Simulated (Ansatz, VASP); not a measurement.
**Two plane-wave programs on CaSe**

INCAR

```
SYSTEM = CaSe
PREC     = Accurate       ! precision mode
ENCUT    = 520            ! plane-wave cutoff, eV
EDIFF    = 1E-7           ! SCF threshold, eV
ISMEAR   = 0              ! smearing method
SIGMA    = 0.02           ! smearing width, eV
LREAL    = .FALSE.        ! projectors in reciprocal space
LASPH    = .TRUE.         ! aspherical terms in the spheres
NELM     = 80             ! most SCF steps
ALGO     = Normal         ! electronic algorithm
ISIF     = 2              ! what is computed and relaxed
LWAVE    = .FALSE.        ! write WAVECAR
LCHARG   = .FALSE.        ! write CHGCAR
GGA      = PE             ! functional
NBANDS   = 15             ! bands
```

Contents of KPOINTS:

```
regular mesh
0
G
  8 8 8
  0 0 0
```

The input POSCAR:

```
CaSe
1.0
    0.0000000000      2.9793658633      2.9793658633
    2.9793658633      0.0000000000      2.9793658633
    2.9793658633      2.9793658633      0.0000000000
Ca Se
1 1
Direct
    0.0000000000      0.0000000000      0.0000000000
    0.5000000000      0.5000000000      0.5000000000
```

Input for Ansatz:

```yaml
crystal:
  lattice:
    - [0.0, 2.979365864, 2.979365864]
    - [2.979365864, 0.0, 2.979365864]
    - [2.979365864, 2.979365864, 0.0]
  atoms:
    - { symbol: Ca, position: [0.0, 0.0, 0.0] }
    - { symbol: Se, position: [0.5, 0.5, 0.5] }
basis:
  ecutwfc: 420
kpoints:
  mp_grid: { grid: [8, 8, 8] }
  band_path:
    path:
      - [[0.0, 0.0, 0.0], [0.5, 0.0, 0.5], [0.625, 0.25, 0.625]]
      - [[0.375, 0.375, 0.75], [0.0, 0.0, 0.0], [0.5, 0.5, 0.5], [0.5, 0.25, 0.75], [0.5, 0.0, 0.5]]
    npoints: 14
hamiltonian:
  xc: pbe
scf:
  occupations: { method: gaussian, width: 0.02 }
  n_extra_bands: 6
output:
  forces: true
  stress: true
  eigenvalues: true
  populations: true
  dos: { projected: true, de: 0.02, nscf_kmesh: { grid: [12, 12, 12] } }
  bader: true
  write_density: true
  write_potential: true
  elf: true
  volumetric_format: npy
```

Alike in both runs: task single point; functional PBE; k mesh 8 × 8 × 8; occupations gaussian, width 0.02 eV; no spin polarisation.

|  | VASP | Ansatz |
| --- | --- | --- |
| version | VASP 6.6.1 | Ansatz 0.2.0 |
| potentials or method | VASP PAW PBE potentials, release 64 (Ca_sv, Se) | scalar-relativistic, plane waves, PAW |
| plane-wave cutoff (eV) | 520 | 420 |
| valence electrons in the cell | 16 | 26 |

VASP gave:

| Property | Result |
| --- | --- |
| gap on the k mesh at the Fermi level (eV) | 2.07 |
| least direct gap on the mesh (eV) | 2.99 |
| pressure (GPa) | 0.1 |

Problem. What did Ansatz give for the same quantities?

Solution. gap on the k mesh at the Fermi level (eV): 2.08; least direct gap on the mesh (eV): 3.00; pressure (GPa): 0.0.

The two sets of potentials don't hold the same shells in valence.

A k mesh can miss the band edges. Expect the measured gap to be larger: semilocal functionals such as PBE lack the derivative discontinuity.
